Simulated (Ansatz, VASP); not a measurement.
**One calculation of ZrB2, two programs**

INCAR

```
SYSTEM = ZrB2
ALGO     = Normal         ! electronic algorithm
EDIFF    = 1E-6           ! SCF threshold, eV
ENCUT    = 520            ! plane-wave cutoff, eV
GGA      = CA             ! functional
ISIF     = 2              ! what is computed and relaxed
ISMEAR   = 0              ! smearing method
LASPH    = .TRUE.         ! aspherical terms in the spheres
LCHARG   = .TRUE.         ! write CHGCAR
LELF     = .TRUE.         ! ELF
LREAL    = .FALSE.        ! projectors in reciprocal space
LVHAR    = .TRUE.       
LWAVE    = .FALSE.        ! write WAVECAR
NBANDS   = 16             ! bands
NELM     = 60             ! most SCF steps
PREC     = Accurate       ! precision mode
SIGMA    = 0.15           ! smearing width, eV
```

The input KPOINTS:

```
k-points
0
G
  18 18 12
  0 0 0
```

File POSCAR:

```
ZrB2
1.0
    3.1088657255      0.0000000000      0.0000000000
   -1.5544328628      2.6923566952      0.0000000000
    0.0000000000      0.0000000000      3.2587130534
Zr B
1 2
Direct
    0.0000000000      0.0000000000      0.0000000000
    0.3333333333      0.6666666667      0.5000000000
    0.6666666667      0.3333333333      0.5000000000
```

Input for Ansatz:

```yaml
crystal:
  lattice:
    - [3.1088657255, 0.0, 0.0]
    - [-1.5544328628, 2.6923566952, 0.0]
    - [0.0, 0.0, 3.2587130534]
  atoms:
    - { symbol: Zr, position: [0.0, 0.0, 0.0] }
    - { symbol: B, position: [0.3333333333, 0.6666666667, 0.5] }
    - { symbol: B, position: [0.6666666667, 0.3333333333, 0.5] }
basis:
  ecutwfc: 520.0
kpoints:
  mp_grid: { grid: [18, 18, 12] }
hamiltonian:
  xc: lda
  pseudopotentials: { kind: paw }
scf:
  occupations: { method: gaussian, width: 0.15 }
output:
  forces: true
  stress: true
  eigenvalues: true
```

Alike in both runs: task single point; functional LDA; k mesh 18 × 18 × 12; occupations gaussian, width 0.15 eV; no spin polarisation.

```csv
,VASP,Ansatz
version,VASP 6.6.1,Ansatz 0.2.0
potentials or method,"VASP PAW LDA potentials, release 64 (Zr_sv, B)","scalar-relativistic, plane waves, PAW"
plane-wave cutoff (eV),520,520
valence electrons in the cell,18,18
```

```tsv
	VASP	Ansatz	Ansatz less VASP
gap on the k mesh at the Fermi level (eV)	none	none	-
pressure (GPa)	26.1	25.4	-0.71
largest component of the traceless stress (GPa)	15.16	15.11	-0.046
```

A gap of «none» marks a metal or a gap that the smearing closes.

Caveats: so large a pressure means that the cell lies far from this level's equilibrium, or that cutoff or potentials fall short (VASP).
